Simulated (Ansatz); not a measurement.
# Squeezing and shearing rutile SnO2, size series (72 atoms), part 2 of 3

Aim: relax rutile SnO2, size series (72 atoms), then change its volume and shape to read moduli from the stress.

Ansatz 0.2.0; Kohn-Sham DFT, RPBE, PAW (set soft_1), plane waves.

The cell: 24 Sn and 48 O. Only the Γ point is sampled.

So far. Step 2 (Single point at the start): The r.m.s. force at the start is 0.13 eV/Å. Step 3 (Cell and atoms relaxed): The relaxation converged after 6 steps, with a largest force component of 1.4e-4 eV/Å.

### 4. Single point at the relaxed geometry

One more single point at the end of the walk gives the fuller output and checks the residual forces.

Contents of input.yaml:

```yaml
crystal:
  lattice:
    - [9.73826, 0.0, 0.0]
    - [0.0, 9.73826, 0.0]
    - [0.0, 0.0, 9.75843]
  atoms:
    - { symbol: Sn, position: [0.0, 1.0, 0.0] }
    - { symbol: Sn, position: [0.25, 0.25, 0.16667] }
    - { symbol: O, position: [0.15351, 0.15351, 0.0] }
    - { symbol: O, position: [0.34649, 0.34649, 1.0] }
    - { symbol: O, position: [0.09649, 0.40351, 0.16667] }
    - { symbol: O, position: [0.40351, 0.09649, 0.16667] }
    [... 60 atom lines left out ...]
    - { symbol: Sn, position: [0.5, 0.5, 0.66667] }
    - { symbol: Sn, position: [0.75, 0.75, 0.83333] }
    - { symbol: O, position: [0.65351, 0.65351, 0.66667] }
    - { symbol: O, position: [0.84649, 0.84649, 0.66667] }
    - { symbol: O, position: [0.59649, 0.90351, 0.83333] }
    - { symbol: O, position: [0.90351, 0.59649, 0.83333] }
kpoints:
  mp_grid: { grid: [1, 1, 1] }
hamiltonian:
  xc: rpbe
  pseudopotentials: { kind: paw, azcp: { folder: soft_1 } }
scf:
  occupations: { method: fixed }
output:
  forces: true
  stress: true
  populations: intrinsic
  dos:
    method: { smearing: { sigma: 0.1 } }
    de: 0.1
    projected: { site_lists: { O: [O], Sn: [Sn] } }
  eigenvalues: true
  write_density: true
  write_potential: true
  volumetric_format: npy
```

The run is started by

```console
$ ansatz run input.yaml --threads 4 --pin off --max-ram 8192MiB --backend cpu --events-out ev --progress --plain --runs-dir out
```

Numbers of over 12 decimals in the logs are rounded to 6 here.

The log of the run:

```text
[...]
Crystal: 72 atoms, lattice volume = 925.428 Å³
Basis set: ecut = 420 eV, 17981 PW (Γ), exchange–correlation on 144×144×144 points (8 copies of the dense FFT grid, shifted against one another)
Bands: 384, of which v1, the nominal top of the filled ones, is band 312 counted from 1 (311 counted from 0)
Symmetry: 192 space group operations
[...]
k-points: 1
[...]
SCF iter   1: F=—  HF=-172111.768046 eV  |F-HF|=—  |Δ(HF+E_count)|=         —  Δρ=7.55e-2  dr2=4.11e1  ethr=3.10e-3  ⟨swp⟩=4.0  Hψ=1499  notcnv=0  defer=67
[...]
SCF iter   9: F=-172104.624198 eV  HF=-172104.624198 eV  |F-HF|=1.88e-8  |Δ(HF+E_count)|=   4.18e-7  Δρ=9.12e-7  dr2=7.38e-9  ethr=1.60e-11  ⟨swp⟩=19.0  Hψ=3435  notcnv=0
SCF 1 converged in 9 iterations: F = -172104.624198 eV  dr2 = 7.38e-9
[...]
SCF converged after 9 iterations
Free energy (F): -172104.624198 eV
[...]
Internal energy: -172104.624198 eV  (E = F + TS)
E sigma→0 (E₀):  -172104.624198 eV
Fermi energy:    8.635034 eV
[...]
--- Forces (eV/Å), atoms counted from 1 ---
  atom   1  Sn    -0.00000000    -0.00000000    -0.00000000
  atom   2  Sn     0.00000000    -0.00000000     0.00000000
  atom   3  O      0.00093183     0.00093183     0.00000000
  atom   4  O     -0.00093183    -0.00093183     0.00000000
  atom   5  O     -0.00093183     0.00093183     0.00000000
  atom   6  O      0.00093183    -0.00093183    -0.00000000
  atom   7  Sn    -0.00000000    -0.00000000    -0.00000000
  atom   8  Sn     0.00000000    -0.00000000    -0.00000000
  atom   9  O      0.00093183     0.00093183     0.00000000
  atom  10  O     -0.00093183    -0.00093183     0.00000000
  atom  11  O     -0.00093183     0.00093183     0.00000000
  atom  12  O      0.00093183    -0.00093183    -0.00000000
  atom  13  Sn    -0.00000000    -0.00000000    -0.00000000
  atom  14  Sn     0.00000000    -0.00000000     0.00000000
[...]
atom  71  O     -0.00093183     0.00093183     0.00000000
  atom  72  O      0.00093183    -0.00093183    -0.00000000
  max |Σ_I F_I| component: 1.90e-17 eV/Å
--- Stress (GPa, compression-positive) ---
        0.018269      -0.000000      -0.000000
       -0.000000       0.018269       0.000000
       -0.000000       0.000000       0.006367
  P = ⅓ Tr σ = 0.0143 GPa (0.143 kbar)
--- Band table (eV) ---
[...]
--- intrinsic populations: 72 sites ---
  site symbol       q [e]
     0     Sn     12.2585
     1     Sn     12.2585
     2      O      6.8708
[...]
71      O      6.8708
  spilling = -0.000000 (of n_electrons = 624.000000)
```

It took 10 s on 4 threads of Intel Xeon Platinum 8488C (Sapphire Rapids), shared host; peak memory 1.3 GiB.

Numbers from this run:

| Item | Value |
| --- | --- |
| free energy | -172104.6242 eV |
| free energy per atom | -2390.3420 eV/atom |
| SCF cycles | 9 |
| pressure | 0.0143 GPa |
| r.m.s. force component | 0.00062 eV/Å |
| longest force | 0.00132 eV/Å |
| Fermi energy | 8.635 eV |
| gap (highest filled to lowest empty level) | 0.5485 eV |

Intrinsic-atomic-orbital charges by element:

| element | coordination | atoms | mean charge (e) | spread | least | most |
| --- | --- | --- | --- | --- | --- | --- |
| O | all | 48 | -0.871 | 0 | -0.871 | -0.871 |
| Sn | all | 24 | 1.74 | 0 | 1.74 | 1.74 |

States in the cell by windows of 1 eV, zero at the Fermi level; the larger projections on atomic orbitals stand beside the total:

| from (eV) | to (eV) | total | O p | Sn s | Sn p |
| --- | --- | --- | --- | --- | --- |
| -10 | -8 | 0.0 | 0.0 | 0.0 | 0.0 |
| -8 | -7 | 12.8 | 7.3 | 4.6 | 0.4 |
| -7 | -6 | 25.2 | 14.7 | 8.3 | 0.7 |
| -6 | -5 | 14.8 | 9.9 | 2.4 | 1.6 |
| -5 | -4 | 16.9 | 12.7 | 0.1 | 3.6 |
| -4 | -3 | 38.7 | 30.2 | 0.0 | 7.4 |
| -3 | -2 | 53.8 | 45.3 | 0.7 | 5.5 |
| -2 | -1 | 60.9 | 57.9 | 0.1 | 1.2 |
| -1 | 0 | 63.3 | 62.0 | 0.0 | 0.4 |
| 0 | 1 | 3.4 | 1.5 | 1.3 | 0.0 |
| 1 | 3 | 0.0 | 0.0 | 0.0 | 0.0 |
| 3 | 4 | 8.3 | 2.7 | 3.2 | 0.9 |
| 4 | 5 | 15.7 | 5.3 | 7.6 | 1.1 |

With fixed occupations the program's Fermi level is the highest filled level.

Between -22 and -10 eV lie 336 more states.

The levels nearest the highest filled one (over half full), pooled over k-points and spins:

| level less the highest filled one (eV) | occupation |
| --- | --- |
| -0.712 | 2 |
| -0.586 | 2 |
| -0.586 | 2 |
| -0.586 | 2 |
| -0.586 | 2 |
| 0 | 2 |
| 0.548 | 0 |
| 3.75 | 0 |
| 3.75 | 0 |
| 3.75 | 0 |
| 3.75 | 0 |
| 4.07 | 0 |

Electrostatic potential energy in the ab plane at fractional z = 0.000, with atoms of Sn and O within 0.2 Å of it. With pseudopotentials it is smooth inside the atoms' cores, unlike the true potential.

Ten even steps from '_' (-30 eV) to '@' (15 eV), each cell a mean:
```
@@==--##@@@@@@@@@@@@##--==%%##::++%%@@@@@@@@@@%%++::##
::::**%%@@@@@@@@@@####**--::::==##%%@@@@@@@@%%####==::
**##%%@@@@@@@@%%--....**##****##%%@@@@@@@@**....==####
@@@@@@@@@@@@@@##..____**@@@@@@@@@@@@@@@@@@==____::%%@@
@@@@@@@@@@@@@@%%--..--%%@@@@@@@@@@@@@@@@%%**....++@@@@
@@@@@@@@@@%%%%%%%%%%@@@@@@@@@@@@@@@@@@%%%%%%%%%%@@@@@@
@@@@@@**++**%%%%@@@@@@@@@@@@@@@@%%++++##%%%%@@@@@@@@@@
@@@@##..__..##@@@@@@@@@@@@@@@@@@--____==%%@@@@@@@@@@@@
%%%%**____..##@@@@@@@@%%%%%%%%%%::____==@@@@@@@@@@%%%%
==++##++==**@@@@@@@@%%##++====****====%%@@@@@@@@%%**==
++--==##@@@@@@@@@@@@%%==--++==::**%%@@@@@@@@@@%%**::==
@@**::##@@@@@@@@@@@@##::**@@@@--++%%@@@@@@@@@@%%++--@@
%%==--##@@@@@@@@@@@@##--==%%##::++%%@@@@@@@@@@%%++::##
----**%%@@@@@@@@@@####**----::==##%%@@@@@@@@%%####==::
**##%%@@@@@@@@%%--..::**##****##%%@@@@@@@@**....==##**
@@@@@@@@@@@@@@##..____**@@@@@@@@@@@@@@@@@@==____::%%@@
@@@@@@@@@@@@@@%%--..--%%@@@@@@@@@@@@@@@@%%**::::++@@@@
@@@@@@@@@@%%%%%%%%%%%%@@@@@@@@@@@@@@@@%%%%%%%%%%@@@@@@
@@@@@@**==**%%%%@@@@@@@@@@@@@@@@%%++++##%%%%@@@@@@@@@@
@@@@##..__..##@@@@@@@@@@@@@@@@@@--____==%%@@@@@@@@@@@@
%%%%**____..##@@@@@@@@%%%%%%%%%%::____==@@@@@@@@@@%%%%
--++##++--**@@@@@@@@%%##++--==****====%%@@@@@@@@%%**==
++::==##@@@@@@@@@@@@%%==::++==::**%%@@@@@@@@@@%%**::==
@@**::##@@@@@@@@@@@@##::**@@@@--==%%@@@@@@@@@@%%++--@@
```
Columns run along a (9.7 Å; values clipped at the 3rd and 97th percentile), rows up along b (9.7 Å). Atoms in or near the plane, at fractional coordinates: Sn at (0.00, 0.00), O at (0.15, 0.15), O at (0.35, 0.35), Sn at (0.00, 0.50), O at (0.15, 0.65), O at (0.35, 0.85), Sn at (0.50, 0.00), O at (0.65, 0.15), O at (0.85, 0.35), Sn at (0.50, 0.50), O at (0.65, 0.65), O at (0.85, 0.85).

Valence density in the ab plane at fractional z = 0.000, with atoms of Sn and O within 0.2 Å of it. It is the smooth field of the valence electrons, not physical close to the nuclei.

Ten even steps from '_' (0 e/Å³) to '@' (11 e/Å³), each cell a mean:
```
##==____________________==##**::__________________::**
..______________________......______________________..
________________::--::____________________..----..____
________________--**==..__________________..++**::____
________________..--::______________________::--..____
______________________________________________________
______....________________________....________________
____..--++::____________________::++==..______________
____..--**--____________________::++++..______________
______..::..______________________....________________
==::____________________::==--..__________________..--
@@++..________________..++@@%%::__________________::##
##==____________________==##**::__________________::**
::..____________________..::..______________________..
________________::--::____________________..----..____
________________--**==..__________________..++**::____
________________..--::______________________::--..____
______________________________________________________
______....________________________....________________
____..--++::____________________::++==..______________
____..--**--____________________::++++..______________
______......______________________....________________
==::____________________::==--..__________________..--
@@++..________________..++@@%%::__________________::##
```
Columns run along a (9.7 Å), rows up along b (9.7 Å). Atoms in or near the plane, at fractional coordinates: Sn at (0.00, 0.00), O at (0.15, 0.15), O at (0.35, 0.35), Sn at (0.00, 0.50), O at (0.15, 0.65), O at (0.35, 0.85), Sn at (0.50, 0.00), O at (0.65, 0.15), O at (0.85, 0.35), Sn at (0.50, 0.50), O at (0.65, 0.65), O at (0.85, 0.85).

Between filled and empty levels lie 0.548 eV at Γ alone; the mesh holds the band edges only if they fold onto it, so the gap at this level can be narrower or closed, while semilocal functionals tend to narrow gaps against experiment. Mean intrinsic-atomic-orbital charges: O -0.87, Sn +1.74 e. The largest share in the top eV of filled states is O p (99 % of the projected weight), and in the lowest eV of empty states Sn s (66 % of the projected weight).

### 5. Volume -3 %

The relaxed cell is scaled evenly and the atoms are relaxed again; the stress at the end gives one point of P(V).

Contents of input.yaml:

```yaml
crystal:
  lattice:
    - [9.63989, 0.0, 0.0]
    - [0.0, 9.63989, 0.0]
    - [0.0, 0.0, 9.65985]
  atoms:
    - { symbol: Sn, position: [0.0, 0.0, 0.0] }
    - { symbol: Sn, position: [0.25, 0.25, 0.16667] }
    - { symbol: O, position: [0.15351, 0.15351, 0.0] }
    - { symbol: O, position: [0.34649, 0.34649, 0.0] }
    - { symbol: O, position: [0.09649, 0.40351, 0.16667] }
    - { symbol: O, position: [0.40351, 0.09649, 0.16667] }
    [... 60 atom lines left out ...]
    - { symbol: Sn, position: [0.5, 0.5, 0.66667] }
    - { symbol: Sn, position: [0.75, 0.75, 0.83333] }
    - { symbol: O, position: [0.65351, 0.65351, 0.66667] }
    - { symbol: O, position: [0.84649, 0.84649, 0.66667] }
    - { symbol: O, position: [0.59649, 0.90351, 0.83333] }
    - { symbol: O, position: [0.90351, 0.59649, 0.83333] }
kpoints:
  mp_grid: { grid: [1, 1, 1] }
hamiltonian:
  xc: rpbe
  pseudopotentials: { kind: paw, azcp: { folder: soft_1 } }
scf:
  occupations: { method: fixed }
output:
  forces: true
  eigenvalues: true
  stress: true
relax:
  f_tol: 0.05
  max_steps: 70
```

The log of the run:

```text
[...]
Warning: output.stress: scf.convergence.dr2_threshold = 1e-7 eV (the SCF's general default) is looser than the 7.2e-9 eV advised for a printed stress (1e-10 eV for each atom of the cell: 72). What an SCF threshold leaves in a stress goes as its square root, and in the free energy as the threshold itself, and one threshold admits the most on a small cell: [...]
[...]
Crystal: 72 atoms, lattice volume = 897.666 Å³
Basis set: ecut = 420 eV, 17493 PW (Γ), exchange–correlation on 144×144×144 points (8 copies of the dense FFT grid, shifted against one another)
Bands: 384, of which v1, the nominal top of the filled ones, is band 312 counted from 1 (311 counted from 0)
Symmetry: 192 space group operations
[...]
k-points: 1
[...]
SCF iter   1: F=—  HF=-172112.147422 eV  |F-HF|=—  |Δ(HF+E_count)|=         —  Δρ=7.88e-2  dr2=4.41e1  ethr=3.10e-3  ⟨swp⟩=4.0  Hψ=1514  notcnv=0  defer=67
[...]
SCF iter   7: F=—  HF=-172104.153719 eV  |F-HF|=—  |Δ(HF+E_count)|=   2.39e-4  Δρ=2.30e-5  dr2=4.69e-6  ethr=1.89e-8  ⟨swp⟩=2.0  Hψ=628  notcnv=0  defer=67
SCF iter   8: F=-172104.153727 eV  HF=-172104.153727 eV  |F-HF|=4.25e-7  |Δ(HF+E_count)|=   7.59e-6  Δρ=4.34e-6  dr2=1.70e-7  ethr=7.51e-10  ⟨swp⟩=14.0  Hψ=2162  notcnv=0
SCF 1 converged in 8 iterations: F = -172104.153727 eV  dr2 = 1.70e-7
[...]
relax step   1: F+E_penalty+E_count = -172104.15372717 eV  Δ(F+E_penalty+E_count) = +0.000e0 eV  max|allowed force component| = 8.419e-2 eV/Å  Δτ_max = 0.0000 Å  (8 SCF iters, dr2 threshold 6.25e-5 eV, accepted)
[...]
SCF iter   1: F=—  HF=-172104.167831 eV  |F-HF|=—  |Δ(HF+E_count)|=         —  Δρ=6.66e-4  dr2=2.11e-3  ethr=3.23e-7  ⟨swp⟩=2.0  Hψ=1040  notcnv=0  defer=67
[...]
SCF iter   5: F=—  HF=-172104.168582 eV  |F-HF|=—  |Δ(HF+E_count)|=   1.05e-6  Δρ=4.29e-6  dr2=1.36e-7  ethr=3.60e-10  ⟨swp⟩=2.0  Hψ=507  notcnv=0  defer=67
SCF iter   6: F=-172104.168582 eV  HF=-172104.168582 eV  |F-HF|=1.09e-8  |Δ(HF+E_count)|=   1.91e-7  Δρ=1.02e-6  dr2=1.20e-8  ethr=1.60e-11  ⟨swp⟩=10.0  Hψ=1595  notcnv=0
SCF 2 converged in 6 iterations: F = -172104.168582 eV  dr2 = 1.20e-8
[...]
relax step   2: F+E_penalty+E_count = -172104.16858236 eV  Δ(F+E_penalty+E_count) = -1.486e-2 eV  max|allowed force component| = 2.193e-2 eV/Å  Δτ_max = 0.0041 Å  (6 SCF iters, accepted)
SCF converged after 6 iterations
Free energy (F): -172104.168582 eV
[...]
Internal energy: -172104.168582 eV  (E = F + TS)
E sigma→0 (E₀):  -172104.168582 eV
Fermi energy:    9.069855 eV
[...]
Σ components = -172104.168582   (vs F -172104.168582, Δ=0.00e0)
--- Forces (eV/Å), atoms counted from 1 ---
  atom   1  Sn    -0.00000000     0.00000000    -0.00000000
  atom   2  Sn    -0.00000000     0.00000000    -0.00000000
  atom   3  O     -0.02192945    -0.02192945     0.00000000
  atom   4  O      0.02192945     0.02192945    -0.00000000
[...]
atom  72  O     -0.02192945     0.02192945     0.00000000
  max |Σ_I F_I| component: 3.37e-16 eV/Å
--- Stress (GPa, compression-positive) ---
        4.902366      -0.000000       0.000000
       -0.000000       4.902366      -0.000000
        0.000000      -0.000000       6.668398
  P = ⅓ Tr σ = 5.4910 GPa (54.910 kbar)
--- Band table (eV) ---
[...]
--- Relaxed structure (2 steps of the walk, 2 accepted, 0 SCFs on fresh bases) ---
  F+E_penalty+E_count = -172104.16858236 eV   max|allowed force component| = 2.193e-2 eV/Å
  atoms:
    - { symbol: Sn, position: [0, 0, 0] }
    - { symbol: Sn, position: [0.250000, 0.250000, 0.166667] }
    - { symbol: O, position: [0.153207, 0.153207, 0] }
    - { symbol: O, position: [0.346793, 0.346793, 0] }
[...]
- { symbol: O, position: [0.903207, 0.596793, 0.833333] }
```

The job ended after 13 s (4 threads; peak memory 1.3 GiB).

The program notes that the SCF threshold is loose for the stress.

The relaxation converged after 2 steps, 0.0149 eV below its start, with a largest force component of 0.022 eV/Å.

Volume -3 %: the energy stands 0.456 eV above that of the reference, at a pressure of 5.49 GPa.

### 6. Volume +3 %

The relaxed cell is scaled to another volume.

Input and log are left out; they have the form of those shown for this kind of step.

It took 13 s on 4 threads of Intel Xeon Platinum 8488C (Sapphire Rapids), shared host; peak memory 1.4 GiB.

The relaxation converged after 2 steps, 0.0152 eV below its start, with a largest force component of 0.021 eV/Å.

Volume +3 %: the energy stands 0.376 eV above that of the reference, at a pressure of -4.53 GPa.

### 7. Volume -6 %

The relaxed cell is scaled to another volume.

Input and log are left out; they have the form of those shown for this kind of step.

Run time: 12 s. Hardware: 4 threads of Intel Xeon Platinum 8488C (Sapphire Rapids), shared host; peak memory 1.3 GiB; 44 s of CPU time.

The relaxation converged after 2 steps, 0.0610 eV below its start, with a largest force component of 0.045 eV/Å.

Volume -6 %: the energy stands 1.93 eV above that of the reference, at a pressure of 12.0 GPa.

### 8. Volume +6 %

The relaxed cell is scaled to another volume.

input.yaml, the sections that differ from step 5:

```yaml
crystal:
  lattice:
    - [9.92925, 0.0, 0.0]
    - [0.0, 9.92925, 0.0]
    - [0.0, 0.0, 9.94982]
  atoms:
    [... the 72 atom lines of step 5 ...]
# kpoints, hamiltonian, scf, output, relax: as in step 5
```

The log of the run:

```text
Warning: the atoms were moved onto the symmetric positions of the space group found under crystal.symmetry.tolerance 1.0e-5 (fractional; no operation is sought that the atoms, as they stand in a round, miss by more than twice it, and no atom is moved by as much as it), and the run uses the moved positions. [...]
Warning: output.stress: scf.convergence.dr2_threshold = 1e-7 eV (the SCF's general default) is looser than the 7.2e-9 eV advised for a printed stress (1e-10 eV for each atom of the cell: 72). What an SCF threshold leaves in a stress goes as its square root, and in the free energy as the threshold itself, and one threshold admits the most on a small cell: [...]
[...]
Pseudopotentials: kind: paw
Pseudopotential: Sn, paw, valence charge 14, recommended cutoff 420 eV (normal), soft_1/Sn.paw.azcp
Pseudopotential: O, paw, valence charge 6, recommended cutoff 420 eV (normal), soft_1/O.paw.azcp
[... 5 lines on functional and potentials left out ...]
Crystal: 72 atoms, lattice volume = 980.953 Å³
Basis set: ecut = 420 eV, 19245 PW (Γ), exchange–correlation on 144×144×144 points (8 copies of the dense FFT grid, shifted against one another)
Bands: 384, of which v1, the nominal top of the filled ones, is band 312 counted from 1 (311 counted from 0)
Symmetry: 192 space group operations
Space group: P42/mnm (ITA 136), of the structure as read, at distance tolerance 9.9e-5 Å
k-points: 1
[... 7 lines on functional and potentials left out ...]
Initial density: superposition of atomic densities (chi_scale 0.1, normalization cell, long waves kept (reshape's long-wave potential 0.01 eV rms))
Initial wavefunctions: pseudopotential atomic-orbital guess
[...]
SCF iter   1: F=—  HF=-172108.811358 eV  |F-HF|=—  |Δ(HF+E_count)|=         —  Δρ=6.98e-2  dr2=3.60e1  ethr=3.10e-3  ⟨swp⟩=4.0  Hψ=1482  notcnv=0  defer=63
preconditioner: auto → Resta (q_TF=auto, 2.530 Å⁻¹)  ε∞=3.4  [insulator: Δε(μ)=0.364 eV  Ē_g=19.028 eV  n_scr=252 (ndim 8)  ℏωp=29.6 eV  f_vac=0.001  ε∞_Penn≈3.4]
[...]
SCF iter  99: F=—  HF=-172103.077190 eV  |F-HF|=—  |Δ(HF+E_count)|=   1.01e-4  Δρ=4.73e-3  dr2=1.64e-1  ethr=4.04e-6  ⟨swp⟩=3.0  Hψ=931  notcnv=0  recentre
SCF iter 100: F=—  HF=-172103.079324 eV  |F-HF|=—  |Δ(HF+E_count)|=   2.13e-3  Δρ=4.81e-3  dr2=1.70e-1  ethr=4.04e-6  ⟨swp⟩=3.0  Hψ=951  notcnv=0
Error: did not converge after 100 iterations: dr2 = 1.70e-1 (threshold 6.25e-5), under the density mixer `msr1`, which `scf.mixing.algorithm: auto` chose by the deck's other keys (type `scf.mixing.algorithm: msr1` to keep it); at k-index 0, counted from 0 in this SCF's own list of k-points, [...]
```

Wall time 35 s (4 threads); peak memory 1.4 GiB.

No converged result was reached; the numbers in the log don't describe the system.

The program's message: “Error: did not converge after 100 iterations: dr2 = 1.70e-1 (threshold 6.25e-5), under the density mixer `msr1`, which `scf.mixing.algorithm: auto` chose by the deck's other keys (type `scf.mixing.alg …”

### 9. Volume -10 %

The relaxed cell is scaled to another volume.

Input and log are left out; they have the form of those shown for this kind of step.

It took 17 s on 4 threads of Intel Xeon Platinum 8488C (Sapphire Rapids), shared host; peak memory 1.2 GiB.

The relaxation converged after 3 steps, 0.185 eV below its start, with a largest force component of 9.7e-4 eV/Å.

Volume -10 %: the energy stands 5.88 eV above that of the reference, at a pressure of 22.6 GPa.

(Part 2 of 3 ends here.)

[Logs are printed without paths, hosts, clocks, repeated set-up lines and the standing remarks that a program may print on its own settings, such as how far it seeks lower states.]

[Hosts, paths, dates, database ids (printed as entryN), source tags and the programs' standing remarks are cut or masked in the printed files.]
